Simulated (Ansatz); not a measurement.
# SiC: band gap under strain

Aim: follow the gap of SiC built on the wurtzite prototype through these states: -2.0 % strain along z alone; -1.0 % strain along z alone; +1.0 % strain along z alone. The table at the end shows which levels were run.

Program: Ansatz 0.2.0. PAW datasets, plane waves. Calculated at 0 K for a non-magnetic cell.

**1. Starting point**

The unstrained cell was relaxed with r2SCAN; in each strained cell the atoms were relaxed again with r2SCAN. Names of k-points are those of the unstrained zone, where strain can split equivalent points. First state: -2.0 % strain along z alone.

Space group P6_3mc (No. 186), hexagonal; conventional cell a = 3.075 Å, c = 4.947 Å, 10.13 Å³ an atom. Si has 4 C at 1.87–1.88 Å; C has 4 Si at 1.87–1.88 Å.

As a file:

```
Si C
1.0
     3.07536    0.00000    0.00000
    -1.53768    2.66334    0.00000
     0.00000    0.00000    4.94715
Si C
2 2
Direct
  0.33333 0.66667 0.99849
  0.66667 0.33333 0.49849
  0.33333 0.66667 0.37651
  0.66667 0.33333 0.87651
```

From earlier runs on the unstrained cell: PBE 2.28 eV, r2SCAN 2.65 eV, HSE06 3.16 eV, G0W0 3.07 eV (on its mesh); a = 3.075 Å, c = 5.048 Å.

**2. -2.0 % strain along z alone: PBE**

Contents of input.yaml:

```yaml
crystal:
  lattice:
    - [3.0753562392, 0.0, 0.0]
    - [-1.5376781196, 2.6633366288, 0.0]
    - [0.0, 0.0, 4.9471459292]
  atoms:
    - { symbol: Si, position: [0.3333333333, 0.6666666667, -0.0015084448] }
    - { symbol: Si, position: [0.6666666667, 0.3333333333, 0.4984915552] }
    - { symbol: C, position: [0.3333333333, 0.6666666667, 0.3765084448] }
    - { symbol: C, position: [0.6666666667, 0.3333333333, 0.8765084448] }
kpoints:
  mp_grid: { grid: [12, 12, 6] }
  band_path:
    path:
      - [0.0, 0.0, 0.0]
      - [0.5, 0.0, 0.0]
      - [0.3333333333, 0.3333333333, 0.0]
      - [0.0, 0.0, 0.5]
      - [0.5, 0.0, 0.5]
      - [0.3333333333, 0.3333333333, 0.5]
    npoints: 1
hamiltonian:
  xc: pbe
scf:
  occupations: { method: fermi_dirac, width: 0.02 }
  n_extra_bands: 5
output:
  forces: true
  stress: true
  eigenvalues: true
  write_density: true
  write_potential: true
  elf: true
  volumetric_format: npy
```

The run is started by

```sh
> ansatz run input.yaml --threads 2 --pin off --max-ram 29491MiB --backend cpu --events-out ev --progress --plain --runs-dir out
```

Further steps of the session: -2.0 % strain along z alone: r2SCAN; -2.0 % strain along z alone: HSE06; -2.0 % strain along z alone: r2SCAN; -2.0 % strain along z alone: G0W0@PBE; -1.0 % strain along z alone: PBE; -1.0 % strain along z alone: r2SCAN; -1.0 % strain along z alone: HSE06; -1.0 % strain along z alone: r2SCAN; -1.0 % strain along z alone: G0W0@PBE; +1.0 % strain along z alone: PBE; +1.0 % strain along z alone: r2SCAN; +1.0 % strain along z alone: HSE06; +1.0 % strain along z alone: r2SCAN; +1.0 % strain along z alone: G0W0@PBE.

**Question.** What will these runs give?

As calculated:

Least gap in eV (negative: overlap), with the change from the unstrained cell in brackets. G0W0 is on its own coarse mesh.

```
                      state  volume change (%)           PBE        r2SCAN         HSE06          G0W0
-2.0 % strain along z alone               -2.0  2.32 (+0.04)  2.69 (+0.04)  3.21 (+0.05)  3.12 (+0.05)
-1.0 % strain along z alone               -1.0  2.33 (+0.05)  2.71 (+0.06)  3.22 (+0.06)  3.13 (+0.06)
+1.0 % strain along z alone               +1.0  2.23 (-0.05)  2.60 (-0.05)  3.11 (-0.05)  3.01 (-0.06)
```

In words: With HSE06, of the states in the table -1.0 % strain along z alone shifts the gap most, by +0.059 eV. PBE and HSE06 differ by 0.88 eV on the unstrained gap, and by at most 0.01 eV on its change: the two disagree on the size of the gap but agree on its response to strain. No extrapolation in bands, cutoff or mesh was made for G0W0.
